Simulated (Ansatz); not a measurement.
# TaGe2P4 monolayer in a perpendicular field, part 2 of 2

Aim: how the TaGe2P4 monolayer screens a field along its normal, and what the field does to its bands. A positive field points along +c.

Ansatz 0.2.0; plane-wave DFT, PBE-D3(BJ), Ansatz PAW.

So far. Step 2 (Relaxing the slab): The lattice constant a goes from 3.580 to 3.571 Å.

## Step 3: Single point, field 0

A sawtooth potential applies the field, turning back in the middle of the vacuum. With the dipole correction the typed value is the field outside the slab. The induced dipole is small, so the SCF threshold is tight.

The cell differs from the one that the last finished run ended in (c 48.995 → 27.673 Å).

File input.yaml:

```yaml
crystal:
  lattice:
    - [3.5710185076, 0.0, 0.0]
    - [-1.7855092538, 3.0925927449, 0.0]
    - [0.0, 0.0, 27.67346872]
  atoms:
    - { symbol: P, position: [0.0, 0.0, 0.3252212468] }
    - { symbol: Ge, position: [0.3333333333, 0.6666666667, 0.3641232437] }
    - { symbol: P, position: [0.3333333333, 0.6666666667, 0.4482529741] }
    - { symbol: Ta, position: [0.0, 0.0, 0.5] }
    - { symbol: P, position: [0.3333333333, 0.6666666667, 0.5517470259] }
    - { symbol: Ge, position: [0.3333333333, 0.6666666667, 0.6358767563] }
    - { symbol: P, position: [0.0, 0.0, 0.6747787532] }
kpoints:
  mp_grid: { grid: [18, 18, 1] }
  band_path:
    path: [[0, 0, 0], [0.5, 0, 0], [0.33333333, 0.33333333, 0], [0, 0, 0]]
    npoints: 16
hamiltonian:
  xc: pbe
  dispersion: d3bj
scf:
  occupations: { method: fermi_dirac, width: 0.02585 }
  convergence: { dr2_threshold: 1.0e-10 }
efield:
  axis: 3
  dipole_correction: true
  ramp_position: 0.97
  ramp_width: 0.06
  amplitude: 0
output:
  dos: { projected: true, e_range: [-6, 5] }
  write_potential: true
  write_density: true
  volumetric_format: npy
  elf: true
```

Started as:

```bash
ansatz run input.yaml --threads 4 --pin off --max-ram 6144MiB --backend cpu --events-out ev --progress --plain --runs-dir out
```

Numbers of over 12 decimals in the logs are rounded to 6 here.

The program printed:

```text
[...]
Crystal: 7 atoms, lattice volume = 305.618 Å³
Basis set: ecut = 420 eV, 5883 PW (Γ)
Bands: 38, of which v1, the nominal top of the filled ones, is band 31 counted from 1 (30 counted from 0)
Symmetry: 6 space group operations
k-points: 37 of 324 (time reversal used)
[...]
SCF iter   1: F=—  HF=-21548.663944 eV  |F-HF|=—  |Δ(HF+E_count)|=         —  Δρ=3.03e-3  dr2=4.28e-2  ethr=1.77e-3  p=0.000 e·Å  D=1.09e-13 V/Å  ΔV_dip=-0.00 eV  dr2_dipole=5.91e-7  V_vac-E_F(+/−)=5.24/5.24 eV  ⟨swp⟩=10.7  Hψ=7590  notcnv=0  defer=1
efield: sawtooth ramp at fractional position 0.9700 (set: `efield.ramp_position`, or a place that a band, a saddle search or an elastic batch's reference lends), width 0.0600; the density the first Hamiltonian is built on has a dipole p = 0.000 e·Å; the dipole correction subtracts the counter field D = 1.09e-13 V/Å, which shifts the + side's vacuum level by -0.00 eV against the − side's; the planar-averaged density in the ramp window peaks in size at 1.2e-5 e/Å³
[...]
SCF iter   2: F=—  HF=-21548.678135 eV  |F-HF|=—  |Δ(HF+E_count)|=   1.42e-2  Δρ=1.87e-3  dr2=7.23e-2  ethr=7.01e-5  p=-0.000 e·Å  D=-2.60e-5 V/Å  ΔV_dip=0.00 eV  dr2_dipole=1.11e-6  V_vac-E_F(+/−)=5.62/5.62 eV  ⟨swp⟩=4.9  Hψ=3775  notcnv=0  defer=58
[...]
SCF iter  11: F=-21548.666354 eV  HF=-21548.666354 eV  |F-HF|=8.37e-11  |Δ(HF+E_count)|=   1.30e-9  Δρ=1.36e-7  dr2=3.12e-11  ethr=1.00e-12  p=-0.000 e·Å  D=-2.42e-8 V/Å  ΔV_dip=0.00 eV  dr2_dipole=7.13e-14  V_vac-E_F(+/−)=5.39/5.39 eV  ⟨swp⟩=11.0  Hψ=4607  notcnv=0
SCF 1 converged in 11 iterations: F = -21548.666354 eV  dr2 = 3.12e-11
[...]
NSCF: frozen V_eff on 49 k-points
efield: sawtooth ramp at fractional position 0.9700 (kept from the solve that this one continues, or follows in the run), width 0.0600; the density the first Hamiltonian is built on has a dipole p = -0.000 e·Å; the dipole correction subtracts the counter field D = -2.42e-8 V/Å, which shifts the + side's vacuum level by +0.00 eV against the − side's; the planar-averaged density in the ramp window peaks in size at 1.5e-5 e/Å³
[...]
SCF converged after 11 iterations
Free energy (F): -21548.666354 eV
[...]
Internal energy: -21548.661429 eV  (E = F + TS)
E sigma→0 (E₀):  -21548.663892 eV
Entropy (-TS):   -0.004925 eV (-0.704 meV/atom)
Fermi energy:    1.019182 eV
Dipole field:    D = 0.000000 V/Å  (p = 0.000000 e·Å, saw-weighted, corrected)
Work function:   Φ+ = 5.3923 eV   Φ− = 5.3923 eV
Levels:          The Fermi level and band energies are counted from a zero that moves with the ramp; work functions are not
[...]
--- Band table (eV; the first three rows and the last of 37) ---
  k-point 0: bands = [... 27 lower, 0.4295, 0.6378, 0.6378, 1.4746, 3.4996, 3.6556, 4.1135, 4.1135, ... 3 higher]
  k-point 1: bands = [... 27 lower, 0.3430, 0.5304, 0.5651, 1.5091, 3.7621, 3.8562, 4.0802, 4.2129, ... 3 higher]
  k-point 2: bands = [... 27 lower, 0.1216, 0.3752, 0.4417, 1.4929, 3.7006, 3.7134, 4.4218, 4.4343, ... 3 higher]
  k-point 36: bands = [... 27 lower, -1.3986, -0.5132, 0.2248, 1.8585, 2.6113, 2.6689, 3.3687, 3.9458, ... 3 higher]
```

Run time: 20 s. Hardware: 4 threads of Intel Xeon Platinum 8488C (Sapphire Rapids), shared host; peak memory 0.92 GiB; 77 s of CPU time.

Numbers from this step:

```yaml
energy_at_zero_smearing: -21548.6639 eV
work_function_upper_face: 5.392 eV
dipole_along_the_normal: 4.50e-7 e·Å
```

Running mean over a fixed 2.7 Å (it still follows the layers) of the planar mean; the ramp of the sawtooth is left out. Electron's electrostatic potential energy less the Fermi level against z:

z (Å), electron's electrostatic potential energy less the Fermi level (eV) and a bar from the least value:
```
      3.5       5.39 ##############################
      4.0       5.39 ##############################
      4.5       5.39 ##############################
      5.0       5.39 ##############################
      5.5       5.38 ##############################
      6.0       5.35 ##############################
      6.5       5.19 ##############################
      7.0       4.53 ############################
      7.5       2.53 ########################
      8.0      -0.37 ##################
      8.5      -3.09 #############
      9.0      -5.42 ########
      9.5      -6.74 #####
     10.0      -6.18 ######
     10.5      -4.48 ##########
     11.0      -3.71 ###########
     11.5      -3.64 ###########
     12.0      -3.91 ###########
     12.5      -6.03 #######
     13.0      -8.44 ##
     13.5      -9.23 
     14.0      -9.26 
     14.5      -8.90 #
     15.0      -6.99 #####
     15.5      -4.43 ##########
     16.0      -3.61 ############
     16.5      -3.69 ###########
     17.0      -4.05 ###########
     17.5      -5.61 #######
     18.0      -6.78 #####
     18.5      -6.04 #######
     19.0      -3.95 ###########
     19.5      -1.37 ################
     20.0       1.55 ######################
     20.5       4.02 ###########################
     21.0       5.06 #############################
     21.5       5.31 ##############################
     22.0       5.37 ##############################
     22.5       5.39 ##############################
     23.0       5.39 ##############################
     23.5       5.39 ##############################
     24.0       5.39 ##############################
     24.5       5.39 ##############################
```

The density of states has structure finer than the step of the table below, so its rows give means over 0.25 eV, whole bins alone (the curve runs from -6 to 1.99 eV). Peaks (eV: height): -4.020: 9.81, -2.030: 8.68, -1.950: 8.86, -1.590: 13.3, -1.450: 8.84, -1.370: 14.9, -1.230: 9.03.

Table of density of states by energy, zero at the Fermi level; means over each step:

energy (eV), density of states (states/eV a cell) and a bar:
```
    -5.75        0.4 ##
    -5.50        0.5 ##
    -5.25        1.0 ####
    -5.00        1.9 #######
    -4.75        4.6 #################
    -4.50        4.0 ###############
    -4.25        2.7 ##########
    -4.00        5.0 ###################
    -3.75        2.8 ###########
    -3.50        3.4 #############
    -3.25        3.1 ############
    -3.00        4.0 ###############
    -2.75        3.9 ##############
    -2.50        5.0 ###################
    -2.25        5.2 ###################
    -2.00        7.3 ###########################
    -1.75        4.0 ###############
    -1.50        8.0 ##############################
    -1.25        7.2 ###########################
    -1.00        4.8 ##################
    -0.75        2.5 #########
    -0.50        1.6 ######
    -0.25        1.8 #######
     0.00        2.5 #########
     0.25        1.5 ######
     0.50        1.2 ####
     0.75        0.2 #
     1.00        0.0 
     1.25        0.0 
     1.50        2.1 ########
     1.75        3.1 ###########
```

Projected DOS per atom over height of the atomic layer and energy from the Fermi level. Layers: P Ge P Ta P Ge P from below.

Ten even steps from '0' (0.00 states/eV) to '9' (1.67 states/eV), each cell a mean:
```
2213122
1102011
0000000
0001000
0005000
0009000
0015100
2032302
6165616
7188817
5255525
7254527
4343434
3233323
3223223
2223222
3344433
1242421
2343432
1111111
0000000
0000000
```
Columns: height of the atomic layer (Å) from 9 to 18.7 (not evenly spaced); rows upwards: energy from the Fermi level (eV) from -5.96 to 1.96.

Electronic bands along the path, in eV, zero at the Fermi level:

```
  point  band 27  band 28  band 29  band 30  band 31  band 32  band 33  band 34
      Γ    -0.59    -0.59    -0.38    -0.38     0.46     2.48     2.64     3.09
halfway    -1.76    -1.32    -1.28    -1.01    -0.02     1.98     2.15     2.76
      M    -1.88    -1.83    -1.59    -0.68    -0.57     1.55     1.67     2.30
halfway    -2.11    -1.98    -1.60    -1.08     0.12     1.70     2.48     2.61
      K    -2.87    -2.42    -1.53    -0.79     0.84     1.59     1.65     2.35
halfway    -2.10    -1.46    -1.38    -0.99    -0.04     2.32     2.70     3.10
      Γ    -0.59    -0.59    -0.38    -0.38     0.46     2.48     2.64     3.09
```

Electrostatic potential energy in the ca plane at fractional y = 0.667, with atoms of Ge and P within 0.2 Å of it. With pseudopotentials it is smooth inside the atoms' cores, unlike the true potential.

Values in eV, 5 rows by 16 columns, each cell a mean:
```
  6   6   6   6   6   6   5  -2   1   4   5   0  -9   1   5   4
  6   6   6   6   6   6   5   0  -3   2   2  -1  -5  -1   2   1
  6   6   6   6   6   6   5  -1 -29 -13 -25 -26  -1 -30 -20 -16
  6   6   6   6   6   6   5  -3 -36 -18 -34 -36  -1 -41 -29 -22
  6   6   6   6   6   6   5   1 -11  -3  -5  -7  -2  -8  -4  -4
```
Columns run along c (16.0 Å, from fractional 0.06 to 0.63 of the cell; values clipped at the 3rd and 97th percentile), rows up along a (3.6 Å). Atoms in or near the plane, at fractional coordinates: Ge at (0.36, 0.33), P at (0.45, 0.33), P at (0.55, 0.33).

Valence density in the ca plane at fractional y = 0.667, with atoms of Ge and P within 0.2 Å of it. It is the smooth field of the valence electrons, not physical close to the nuclei.

Ten steps, logarithmic in the rise over the least value, from '0' (0 e/Å³) to '9' (37 e/Å³), each cell a mean:
```
00000000001111000000001111100000000111100000
00000000001111000000001111100000000111100000
00000000001111100000111111111000001111100000
00000000000111111011221111121110111111000000
00000000000125531122222111222211135421000000
00000000000149962221012111210122279831000000
00000000000137852121112111211121258731000000
00000000000113321112221111222111123211000000
00000000001111100001111111111100011111000000
```
Columns run along c (16.0 Å, from fractional 0.19 to 0.76 of the cell), rows up along a (3.6 Å). Atoms in or near the plane, at fractional coordinates: Ge at (0.36, 0.33), P at (0.45, 0.33), P at (0.55, 0.33), Ge at (0.64, 0.33).

ELF in the ca plane at fractional y = 0.667, with atoms of Ge and P within 0.2 Å of it. It is the smooth field of the valence electrons, not physical close to the nuclei.

Values, 5 rows by 16 columns, each cell a mean:
```
0.00 0.00 0.00 0.00 0.01 0.16 0.63 0.68 0.50 0.12 0.20 0.24 0.16 0.26 0.17 0.14
0.00 0.00 0.00 0.00 0.00 0.08 0.44 0.62 0.53 0.27 0.48 0.54 0.20 0.58 0.44 0.28
0.00 0.00 0.00 0.00 0.00 0.01 0.07 0.30 0.22 0.46 0.61 0.59 0.39 0.56 0.65 0.39
0.00 0.00 0.00 0.00 0.00 0.00 0.03 0.23 0.13 0.45 0.52 0.39 0.39 0.33 0.60 0.36
0.00 0.00 0.00 0.00 0.00 0.04 0.26 0.51 0.46 0.38 0.65 0.71 0.29 0.75 0.61 0.37
```
Columns run along c (16.0 Å, from fractional 0.06 to 0.63 of the cell), rows up along a (3.6 Å). Atoms in or near the plane, at fractional coordinates: Ge at (0.36, 0.33), P at (0.45, 0.33), P at (0.55, 0.33).

The work function of the upper face is 5.39 eV.

## Step 4: Atoms held, field 0.1 V/Å

input.yaml: that of step 3 with these lines changed.

```diff
@@ -29,5 +29,4 @@
   ramp_width: 0.06
-  amplitude: 0
+  amplitude: 0.1
 output:
-  dos: { projected: true, e_range: [-6, 5] }
   write_potential: true
@@ -35,2 +34 @@
   volumetric_format: npy
-  elf: true
```

The program printed:

```text
[...]
Crystal: 7 atoms, lattice volume = 305.618 Å³
Basis set: ecut = 420 eV, 5883 PW (Γ)
Bands: 38, of which v1, the nominal top of the filled ones, is band 31 counted from 1 (30 counted from 0)
Symmetry: 6 space group operations
k-points: 37 of 324 (time reversal used)
[...]
k-point 0: bands = [... 27 lower, 0.4286, 0.6383, 0.6383, 1.4743, 3.4972, 3.6572, 4.1126, 4.1126, ... 3 higher]
  k-point 1: bands = [... 27 lower, 0.3422, 0.5301, 0.5655, 1.5088, 3.7586, 3.8587, 4.0790, 4.2119, ... 3 higher]
  k-point 2: bands = [... 27 lower, 0.1211, 0.3754, 0.4412, 1.4926, 3.6900, 3.7228, 4.4202, 4.4278, ... 3 higher]
  k-point 36: bands = [... 27 lower, -1.3992, -0.5137, 0.2249, 1.8581, 2.6107, 2.6686, 3.3678, 3.9455, ... 3 higher]
[key lines of the parts left out:]
SCF converged after 13 iterations
Free energy (F): -21548.669932 eV
Fermi energy:    1.018852 eV
Dipole field:    D = 0.042363 V/Å  (p = 0.071549 e·Å, saw-weighted, corrected)
```

It took 21 s on 4 threads; peak memory 0.91 GiB.

The dipole is 0.0715 e·Å.

## Step 5: Atoms held, field -0.1 V/Å

input.yaml: that of step 4 with these lines changed.

```diff
@@ -29,3 +29,3 @@
   ramp_width: 0.06
-  amplitude: 0.1
+  amplitude: -0.1
 output:
```

The program printed:

```text
[...]
Crystal: 7 atoms, lattice volume = 305.618 Å³
Basis set: ecut = 420 eV, 5883 PW (Γ)
Bands: 38, of which v1, the nominal top of the filled ones, is band 31 counted from 1 (30 counted from 0)
Symmetry: 6 space group operations
k-points: 37 of 324 (time reversal used)
[...]
k-point 0: bands = [... 27 lower, 0.4286, 0.6383, 0.6383, 1.4743, 3.4972, 3.6572, 4.1126, 4.1126, ... 3 higher]
  k-point 1: bands = [... 27 lower, 0.3422, 0.5301, 0.5655, 1.5088, 3.7586, 3.8587, 4.0790, 4.2119, ... 3 higher]
  k-point 2: bands = [... 27 lower, 0.1211, 0.3754, 0.4412, 1.4926, 3.6900, 3.7228, 4.4202, 4.4278, ... 3 higher]
  k-point 36: bands = [... 27 lower, -1.3992, -0.5137, 0.2249, 1.8581, 2.6107, 2.6686, 3.3678, 3.9455, ... 3 higher]
[key lines of the parts left out:]
SCF converged after 13 iterations
Free energy (F): -21548.669932 eV
Fermi energy:    1.018852 eV
Dipole field:    D = -0.042363 V/Å  (p = -0.071549 e·Å, saw-weighted, corrected)
```

The job ended after 22 s (4 threads; peak memory 0.91 GiB; 86 s of CPU time).

The dipole is -0.0715 e·Å.

## Step 6: Response, atoms held

This step: plane-wave DFT, PBE-D3(BJ), Ansatz PAW; response to a field along the normal, atoms held (Ansatz 0.2.0).

The dipoles give the slope, and the difference of two potentials shows where the field is screened.

This step gave:

```
equivalent conductor thickness p/(ε₀AE) : 11.72 Å
distance between the outer atoms        : 9.673 Å
```

The dipole of the cell by applied field:

```csv
applied field (V/Å),dipole of the cell (e·Å)
-0.1000,-0.0715
0.0000,4.5e-7
0.1000,0.0715
```

Local field over the applied field, running mean. From the potentials at -0.1 and 0.1 V/Å; running mean over 2.5 Å. Table of local field over applied field by z:

| z (Å) | local field over applied field |
| --- | --- |
| 4.5 | 0.998 |
| 5.0 | 0.995 |
| 5.5 | 0.986 |
| 6.0 | 0.961 |
| 6.5 | 0.901 |
| 7.0 | 0.784 |
| 7.5 | 0.617 |
| 8.0 | 0.438 |
| 8.5 | 0.262 |
| 9.0 | 0.124 |
| 9.5 | 0.0591 |
| 10.0 | 0.0480 |
| 10.5 | 0.0477 |
| 11.0 | 0.0580 |
| 11.5 | 0.0601 |
| 12.0 | 0.0397 |
| 12.5 | 0.0278 |
| 13.0 | 0.0266 |
| 13.5 | 0.0158 |
| 14.0 | 0.0120 |
| 14.5 | 0.0240 |
| 15.0 | 0.0274 |
| 15.5 | 0.0334 |
| 16.0 | 0.0545 |
| 16.5 | 0.0615 |
| 17.0 | 0.0500 |
| 17.5 | 0.0473 |
| 18.0 | 0.0521 |
| 18.5 | 0.0925 |
| 19.0 | 0.208 |
| 19.5 | 0.376 |
| 20.0 | 0.555 |
| 20.5 | 0.730 |
| 21.0 | 0.867 |
| 21.5 | 0.945 |
| 22.0 | 0.980 |
| 22.5 | 0.993 |
| 23.0 | 0.998 |
| 23.5 | 0.999 |

The induced electron density oscillates, so the rows of the table below give means over windows of 1.59 Å about each position, cut where the curve ends. Its maxima inside the range that stand out by 2 % of the span (Å: e/Å³ per V/Å): 7.9: 0.00366, 9.4: 8.0e-4, 11.1: 6.1e-4, 12.5: 7.9e-4, 14.3: 8.1e-4, 15.9: 1.4e-4, 17.4: 0.00128, 18.7: -4.5e-4. Its minima: 8.9: 4.5e-4, 10.2: -0.00128, 11.8: -1.4e-4, 13.4: -8.1e-4, 15.1: -7.9e-4, 16.6: -6.1e-4, 18.3: -8.0e-4, 19.7: -0.00366.

Electrons, planar mean, per unit field. Induced electron density against z; means over each step:

```csv
z (Å),induced electron density (e/Å³ per V/Å)
4.83,2.2e-5
6.42,6.0e-4
8.01,0.00259
9.60,-2.2e-6
11.19,7.7e-5
12.78,2.8e-5
14.37,1.2e-4
15.96,-3.2e-4
17.55,2.9e-4
19.14,-0.00193
20.73,-0.00140
22.32,-7.2e-5
```

By hand: between -0.1 and 0.1 V/Å the dipole changes by 0.1431 e·Å, a slope of 0.7155 e·Å²/V. A perfect conductor of thickness t has p = ε₀AEt, so t = 180.95 × 0.7155 / 11.044 = 11.72 Å (e/ε₀ = 180.95 V·Å, A in Å²).

The induced dipole is that of a conductor 11.72 Å thick.

## Step 7: Summary of results

```
gap without field                          : none
work function, upper face                  : 5.39 eV
equivalent conductor thickness, atoms held : 11.7 Å
```

In words: The induced dipole equals that of a perfect conductor 11.72 Å thick, while the outer atoms lie 9.67 Å apart. There is no gap over 0.03 eV, with or without the field. The first relaxation ran with spin and lost its moment, and the later runs have none; other magnetic states were not tried. Spin-orbit coupling is left out, which matters for the bands of elements this heavy. The outer anions sit over the metal atoms, one of several polytypes of such layers and not the lowest for every compound.

[Logs are printed without paths, hosts, clocks, repeated set-up lines and the standing remarks that a program may print on its own settings, such as how far it seeks lower states.]

[Hosts, paths, dates, database ids (printed as entryN), source tags and the programs' standing remarks are cut or masked in the printed files.]

[Maps of the electrostatic potential energy from Ansatz leave out the sawtooth potential of an applied field or a dipole correction, so their vacuum need not be flat; planar profiles and work functions include it.]

[The density of states shown here was stored with 400 of the rows of the run's finer table, so its peaks can read low, often by over a quarter, or be missed, and its means over a window can be off by a tenth or more.]
